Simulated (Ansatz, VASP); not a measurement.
One calculation of SrO, two programs

Contents of INCAR:

```
PREC = Accurate
ENCUT = 520
EDIFF = 1E-6
ISMEAR = -1
SIGMA = 0.02
LREAL = False
LASPH = True
NELM = 100
ALGO = Normal
ISIF = 2
LWAVE = False
LCHARG = False
GGA = PE
NBANDS = 15
```

File KPOINTS:

```
regular mesh
0
Gamma
  8 8 8
```

Contents of POSCAR:

```
SrO
1.0
    0.0000000000      2.7827867632      2.8080705967
    2.7827867632      0.0000000000      2.8080705967
    2.7827867632      2.7827867632      0.0000000000
Sr O
1 1
Direct
    0.0000000000      0.0000000000      0.0000000000
    0.2500000000      0.2500000000      0.2500000000
```

Input for Ansatz:

```yaml
crystal:
  lattice:
    - [0.0, 2.7827867632, 2.8080705967]
    - [2.7827867632, 0.0, 2.8080705967]
    - [2.7827867632, 2.7827867632, 0.0]
  atoms:
    - { symbol: Sr, position: [0.0, 0.0, 0.0] }
    - { symbol: O, position: [0.25, 0.25, 0.25] }
kpoints:
  mp_grid: { grid: [8, 8, 8] }
  band_path:
    path:
      - [0.0, 0.0, 0.0]
      - [-0.5, -0.5, 0.0]
      - [-0.375, -0.375, 0.25]
      - [-0.375, 0.0, 0.375]
      - [0.0, 0.0, 0.5]
      - [-0.5, -0.25, 0.25]
    npoints: 1
hamiltonian:
  xc: pbe
scf:
  occupations: { method: fermi_dirac, width: 0.02 }
  n_extra_bands: 4
output:
  forces: true
  stress: true
  eigenvalues: true
```

Change from the starting cell: epitaxial_xy strain -0.3%.

Alike in both runs: task single point; functional PBE; k mesh 8 × 8 × 8; occupations fermi-dirac, width 0.02 eV; no spin polarisation.

|  | VASP | Ansatz |
| --- | --- | --- |
| version | VASP 6.6.1 | Ansatz 0.2.0 |
| potentials or method | VASP PAW PBE potentials, release 64 (Sr_sv, O) | plane waves, PAW |
| plane-wave cutoff (eV) | 520 | 420 |
| valence electrons in the cell | 16 | 16 |

VASP gave:

* gap on the k mesh at the Fermi level (eV): 2.52
* pressure (GPa): 1.5
* largest component of the traceless stress (GPa): 0.07

**Question.** Estimate Ansatz's values.

**Answer.** gap on the k mesh at the Fermi level (eV): 2.52; pressure (GPa): 1.0; largest component of the traceless stress (GPa): 0.07.

The functional is the same, so the differences come from potentials, cutoffs and numerics.

A k mesh can miss the band edges.
